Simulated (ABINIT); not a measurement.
Au:

```
Au
1.0
    -1.65727    1.65727    1.65727
     1.65727   -1.65727    1.65727
     1.65727    1.65727   -1.65727
Au
1
Direct
  0.00000 0.00000 0.00000
```

This isn't the form of Au at room conditions, which is fcc.

```yaml
Program: ABINIT 10.8.3 (patched build)
Task: single point
Functional: PBEsol
Potentials_or_basis: PseudoDojo NC SR PBEsol v0.4.1 standard
Cutoff: 1034 eV
k_mesh: 11 × 11 × 11
Occupations: fermi-dirac, width 0.05 eV
Spin: no spin polarisation
```

On this cell: pressure -9.2 GPa; band gap on the k mesh none (metal or under the smearing width).

The same run follows on a disturbed copy (cell strained at random at fixed volume):

```
CELL_PARAMETERS angstrom
-1.66724 1.61085 1.66470
1.60373 -1.63568 1.62603
1.73643 1.70488 -1.68953
ATOMIC_POSITIONS crystal
Au 0.99012 0.98291 0.97870
```

**Question.** What changes?

**Answer.** The energy (extrapolated to zero smearing) moves by +5.3 meV/atom; pressure -8.8 GPa; band gap on the k mesh none (metal or under the smearing width).

Stress tensor (GPa, compression positive):
```
-8.17 -1.85  1.71
-1.85 -8.75  0.16
 1.71  0.16 -9.51
```
